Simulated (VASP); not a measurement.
# Os (P6_3/mmc) in VASP: settings compared

Aim: see how the results for Os move with the level of theory and the settings. Levels: PBE, PBE+D3(BJ). Tasks: relaxation of cell and atoms.

Everything below comes from runs of VASP 6.6.1. Logs are shortened: lines on timing, memory, paths and dates and some standing lists are left out, and cuts for length are marked.

### Step 1. The structure

Symmetry: P6_3/mmc, No. 194, hexagonal system. Conventional cell: a = 2.746 Å, b = 2.746 Å, c = 4.326 Å, α = 90.00°, β = 90.00°, γ = 120.00°. Os (site symmetry -6m2) has 12 Os at 2.68 to 2.75 Å as nearest neighbours.

### Step 2. Relaxation of cell and atoms, PBE

Input file INCAR:

```
SYSTEM = Os
ALGO     = Fast           ! electronic algorithm
EDIFF    = 1E-7           ! SCF threshold, eV
EDIFFG   = -0.005         ! ionic threshold
ENCUT    = 600            ! plane-wave cutoff, eV
GGA      = PE             ! functional
IBRION   = 2              ! ionic algorithm
ISIF     = 3              ! what is computed and relaxed
ISMEAR   = 0              ! smearing method
LASPH    = .True.         ! aspherical terms in the spheres
LCHARG   = .False.        ! write CHGCAR
LREAL    = .False.        ! projectors in reciprocal space
LWAVE    = .False.        ! write WAVECAR
NELM     = 60             ! most SCF steps
NSW      = 90             ! ionic steps
PREC     = Accurate       ! precision mode
SIGMA    = 0.1            ! smearing width, eV
```

Input file KPOINTS:

```
k-points
0
Gamma
  18 18 10
  0 0 0
```

Input file POSCAR:

```
Os
1.0
    2.7461342300      0.0000000000      0.0000000000
   -1.3730671200      2.3782220100      0.0000000000
    0.0000000000      0.0000000000      4.3263142200
Os
2
Direct
    0.3333333300      0.6666666700      0.2500000000
    0.6666666700      0.3333333300      0.7500000000
```

Potentials or basis: VASP PAW PBE potentials, release 64 (Os).

Started as:

```bash
> cat potpaw_PBE.64/Os/POTCAR > POTCAR
> mpirun -np 1 vasp_std > vasp.out
```

OUTCAR:

```text
SYSTEM = Os
   EDIFF = 1E-7
   EDIFFG = -0.005
   ENCUT = 600
   GGA = PE
   IBRION = 2
   ISIF = 3
   ISMEAR = 0
   LASPH = .True.
   LREAL = .False.
   NELM = 60
   NSW = 90
   PREC = Accurate

 ion  position               nearest neighbor table
   1  0.333  0.667  0.250-   2 2.68   2 2.68   2 2.68   2 2.68   2 2.68   2 2.68
   2  0.667  0.333  0.750-   1 2.68   1 2.68   1 2.68   1 2.68   1 2.68   1 2.68

  LATTYP: Found a hexagonal cell.
 ALAT       =     2.7461342300
 C/A-ratio  =     1.5754197929

  Lattice vectors:

 A1 = (   2.7461342300,   0.0000000000,   0.0000000000)
 A2 = (  -1.3730671200,   2.3782220100,   0.0000000000)
 A3 = (   0.0000000000,   0.0000000000,   4.3263142200)

Analysis of symmetry for initial positions (statically):
=====================================================================
 Subroutine PRICEL returns:
 Original cell was already a primitive cell.

 Routine SETGRP: Setting up the symmetry group for a
 hexagonal supercell.

 Subroutine GETGRP returns: Found 24 space group operations
 (whereof 12 operations were pure point group operations)
 out of a pool of 24 trial point group operations.

The static configuration has the point symmetry D_3d.
 The point group associated with its full space group is D_6h.

Analysis of symmetry for dynamics (positions and initial velocities):
=====================================================================
 Subroutine PRICEL returns:
 Original cell was already a primitive cell.

 Routine SETGRP: Setting up the symmetry group for a
 hexagonal supercell.

 Subroutine GETGRP returns: Found 24 space group operations
 (whereof 12 operations were pure point group operations)
 out of a pool of 24 trial point group operations.

The dynamic configuration has the point symmetry D_3d.
 The point group associated with its full space group is D_6h.

 Subroutine INISYM returns: Found 24 space group operations
 (whereof 12 operations are pure point group operations),
 and found     1 'primitive' translations

----------------------------------------------------------------------------------------

                                     Primitive cell

  volume of cell :      28.2548

  direct lattice vectors                    reciprocal lattice vectors
     2.746134230  0.000000000  0.000000000     0.364148259  0.210241096  0.000000000
    -1.373067120  2.378222010  0.000000000     0.000000000  0.420482190  0.000000000
     0.000000000  0.000000000  4.326314220     0.000000000  0.000000000  0.231143636

  length of vectors
     2.746134230  2.746134236  4.326314220     0.420482191  0.420482190  0.231143636

  position of ions in fractional coordinates (direct lattice)
     0.333333330  0.666666670  0.250000000
[... 107 lines left out ...]
   LEPSILON=     F    determine dielectric tensor
   LRPA    =     F    only Hartree local field effects (RPA)
 conjugate gradient relaxation of ions
 non-spin polarized calculation
 RMM-DIIS sequential band-by-band and
 Gauss-broadening in eV      SIGMA  =   0.10
  energy-cutoff  :      600.00
  volume of cell :       28.25
 maximum number of plane-waves:       972
 NGX is ok and might be reduce to    24
   NGX = 11   NGY = 11   NGZ = 17

--------------------------------------- Ionic step        1  -------------------------------------------

 number of electron      16.0000001 magnetization

 Free energy of the ion-electron system (eV)
  ---------------------------------------------------
  ext. energy  EPLUGINS =         0.00000000
  ---------------------------------------------------
  free energy    TOTEN  =       -22.49621598 eV

  energy without entropy =      -22.48842216  energy(sigma->0) =      -22.49231907

------------------------ aborting loop because EDIFF is reached ----------------------------------------

  FORCE on cell =-STRESS in cart. coord.  units (eV):
  Direction    XX          YY          ZZ          XY          YZ          ZX
  --------------------------------------------------------------------------------------
  -------------------------------------------------------------------------------------
  Total        0.6624819      0.6624819      1.0120293     -0.0000000     -0.0000000      0.0000000
  in kB       37.5657798     37.5657800     57.3867256     -0.0000001     -0.0000000      0.0000000
  external PRESSURE =      44.1727618 kB  Pullay stress =       0.0000000 kB
[... 167 lines left out ...]
--------------------------------------- Ionic step        6  -------------------------------------------

 number of electron      16.0000000 magnetization

 Free energy of the ion-electron system (eV)
  ---------------------------------------------------
  ext. energy  EPLUGINS =         0.00000000
  ---------------------------------------------------
  free energy    TOTEN  =       -22.50057595 eV

  energy without entropy =      -22.49288929  energy(sigma->0) =      -22.49673262

 E-fermi :   9.1636     XC(G=0): -13.9410

 val. band max:        9.1522322864   @ k =   0.2222   0.0556   0.3000
 cond. band min:       9.1682046773   @ k =   0.4444   0.1111   0.4000
 fundamental gap:      0.0159723909
 Fermi energy:         9.1635792345

 k-point     1 :       0.0000    0.0000    0.0000
  band No.  band energies     occupation
      1      -1.5970      2.00000
      2       1.5611      2.00000
      3       6.1974      2.00000
      4       6.1974      2.00000
      5       6.4424      2.00000
      6       7.0104      2.00000
      7       7.0104      2.00000
      8       7.6459      2.00000
      9       7.6459      2.00000
     10       9.1864      0.74715
     11      10.7983      0.00000
     12      10.7983      0.00000
[... 331 lines left out ...]
 k-point    24 :       0.3889    0.1111    0.0000
  band No.  band energies     occupation
      1       2.5228      2.00000
      2       2.6249      2.00000
      3       2.9781      2.00000
      4       5.6540      2.00000
      5       5.7182      2.00000
      6       6.6035      2.00000
      7       7.2887      2.00000
      8      10.6940      0.00000
      9      11.1119      0.00000
     10      11.5774      0.00000
     11      12.9517      0.00000
     12      15.9232      0.00000

 [... further k-points ...]

------------------------ aborting loop because EDIFF is reached ----------------------------------------

  FORCE on cell =-STRESS in cart. coord.  units (eV):
  Direction    XX          YY          ZZ          XY          YZ          ZX
  --------------------------------------------------------------------------------------
  -------------------------------------------------------------------------------------
  Total        0.0013681      0.0013681      0.0012229     -0.0000000     -0.0000000      0.0000000
  in kB        0.0767739      0.0767739      0.0686234     -0.0000000     -0.0000000      0.0000000
  external PRESSURE =       0.0740571 kB  Pullay stress =       0.0000000 kB
[... 17 lines left out ...]
  FREE ENERGIE OF THE ION-ELECTRON SYSTEM (eV)
  ---------------------------------------------------
  free  energy   TOTEN  =       -22.5005759506 eV

  energy  without entropy=      -22.4928892876  energy(sigma->0) =      -22.49673262

 reached required accuracy - stopping structural energy minimisation
```

OSZICAR:

```text
N       E                     dE             d eps       ncg     rms          rms(c)
DAV:   1     0.120680348502E+03    0.12068E+03   -0.83430E+03  5328   0.144E+03
DAV:   2    -0.145844691531E+02   -0.13526E+03   -0.12286E+03  5484   0.422E+02
DAV:   3    -0.236419463955E+02   -0.90575E+01   -0.81563E+01  6652   0.873E+01
DAV:   4    -0.239107644227E+02   -0.26882E+00   -0.26398E+00  5584   0.163E+01
[... 63 lines left out ...]
DAV:   1    -0.225006530735E+02   -0.13553E-03   -0.62068E-03  5404   0.694E-01    0.459E-02
RMM:   2    -0.225005933250E+02    0.59748E-04   -0.58659E-05  5328   0.977E-02    0.223E-02
RMM:   3    -0.225005756472E+02    0.17678E-04   -0.41592E-05  5345   0.500E-02    0.658E-03
RMM:   4    -0.225005759211E+02   -0.27394E-06   -0.35806E-06  5374   0.225E-02    0.213E-03
RMM:   5    -0.225005759506E+02   -0.29478E-07   -0.65853E-07  4465   0.585E-03
   6 F= -.22500576E+02 E0= -.22496733E+02  d E =-.663969E-04
```

Wall time 3.3 min (1 thread of Intel Xeon Platinum 8488C (Sapphire Rapids), shared host); peak memory 0.23 GiB.

Results:

```yaml
Free_energy: -22.5006 eV
Relaxed_volume: 14.28 Å³/atom
Relaxed_cell: a = 2.753 Å, b = 2.753 Å, c = 4.350 Å, α = 90.00°, β = 90.00°, γ = 120.00°
Space_group_after_relaxing_to_0.05_Å: P6_3/mmc (No. 194)
Energy_gained_by_relaxing: 2.2 meV/atom
Ionic_steps: 6
Pressure_after_relaxing: 0.0 GPa
Band_gap_on_the_k_mesh: none (metal or under the smearing width)
```

Step by step:
```csv
step,energy change (eV),largest force (eV/Å),pressure (GPa),volume (Å³)
1,0.0000,0.0000,4.42,28.25
2,0.0687,0.0000,-16.55,29.88
3,-0.0043,0.0000,-0.16,28.56
4,-0.0043,0.0000,-0.07,28.56
5,-0.0043,0.0000,0.09,28.54
6,-0.0044,0.0000,0.01,28.55
```

Final structure:
```cif
data_structure
_symmetry_space_group_name_H-M 'P 1'
_symmetry_Int_Tables_number 1
_cell_length_a 2.7529
_cell_length_b 2.7529
_cell_length_c 4.3501
_cell_angle_alpha 90.000
_cell_angle_beta 90.000
_cell_angle_gamma 120.000
_cell_volume 28.55
loop_
_atom_site_label
_atom_site_type_symbol
_atom_site_fract_x
_atom_site_fract_y
_atom_site_fract_z
_atom_site_occupancy
Os1 Os 0.33333 0.66667 0.25000 1
Os2 Os 0.66667 0.33333 0.75000 1
```

Levels at points of the mesh, in eV from the Fermi level:
```csv
k point,band 6,band 7,band 8,band 9,band 10,band 11
"(0.00, 0.00, 0.00)",-2.15,-2.15,-1.52,-1.52,0.02,1.63
"(0.50, 0.00, 0.00)",-2.51,-1.84,1.96,2.50,2.62,4.28
"(0.00, 0.00, 0.50)",-3.16,-3.16,-3.16,0.86,0.86,0.86
"(0.50, 0.00, 0.50)",-1.17,-0.16,-0.16,2.29,2.29,3.21
```

The run has no spin-orbit coupling, so splittings on Os are missing.

### Step 3. Relaxation of cell and atoms, PBE+D3(BJ)

Edit INCAR of step 2 so:

```diff
@@ -9,2 +9,3 @@
 ISMEAR   = 0              ! smearing method
+IVDW     = 12             ! dispersion correction
 LASPH    = .True.         ! aspherical terms in the spheres
```

KPOINTS is that of step 2.

POSCAR is that of step 2.

Potentials or basis: VASP PAW PBE potentials, release 64 (Os).

Started as:

```bash
> cat potpaw_PBE.64/Os/POTCAR > POTCAR
> mpirun -np 1 vasp_std > vasp.out
```

It took 2.8 min on 1 thread of Intel Xeon Platinum 8488C (Sapphire Rapids), shared host; peak memory 0.24 GiB.

Results (log left out):

- Free energy: -23.7945 eV
- Relaxed volume: 14.02 Å³/atom
- Relaxed cell: a = 2.736 Å, b = 2.736 Å, c = 4.327 Å, α = 90.00°, β = 90.00°, γ = 120.00°
- Space group after relaxing (to 0.05 Å): P6_3/mmc (No. 194)
- Energy gained by relaxing: 1.3 meV/atom
- Ionic steps: 5
- Pressure after relaxing: 0.0 GPa
- Band gap on the k mesh: none (metal or under the smearing width)
- Dispersion energy per atom: -0.653 eV

The path:
| step | energy change (eV) | largest force (eV/Å) | pressure (GPa) | volume (Å³) |
| --- | --- | --- | --- | --- |
| 1 | 0.0000 | 0.0000 | -3.16 | 28.25 |
| 2 | 0.0395 | 0.0000 | 15.24 | 27.13 |
| 3 | -0.0025 | 0.0000 | 0.16 | 28.03 |
| 4 | -0.0024 | 0.0000 | -0.22 | 28.05 |
| 5 | -0.0026 | 0.0000 | -0.03 | 28.04 |

Final structure:
```cif
data_structure
_symmetry_space_group_name_H-M 'P 1'
_symmetry_Int_Tables_number 1
_cell_length_a 2.7356
_cell_length_b 2.7356
_cell_length_c 4.3266
_cell_angle_alpha 90.000
_cell_angle_beta 90.000
_cell_angle_gamma 120.000
_cell_volume 28.04
loop_
_atom_site_label
_atom_site_type_symbol
_atom_site_fract_x
_atom_site_fract_y
_atom_site_fract_z
_atom_site_occupancy
Os1 Os 0.33333 0.66667 0.25000 1
Os2 Os 0.66667 0.33333 0.75000 1
```

Levels at points of the mesh, in eV from the Fermi level:
```tsv
k point	band 6	band 7	band 8	band 9	band 10	band 11
(0.00, 0.00, 0.00)	-2.21	-2.21	-1.55	-1.55	0.01	1.68
(0.50, 0.00, 0.00)	-2.58	-1.88	2.04	2.59	2.70	4.40
(0.00, 0.00, 0.50)	-3.24	-3.24	-3.24	0.89	0.89	0.89
(0.50, 0.00, 0.50)	-1.20	-0.16	-0.16	2.37	2.37	3.29
```

Caveat: pairwise dispersion overbinds metals, which lowers pressure and volume.
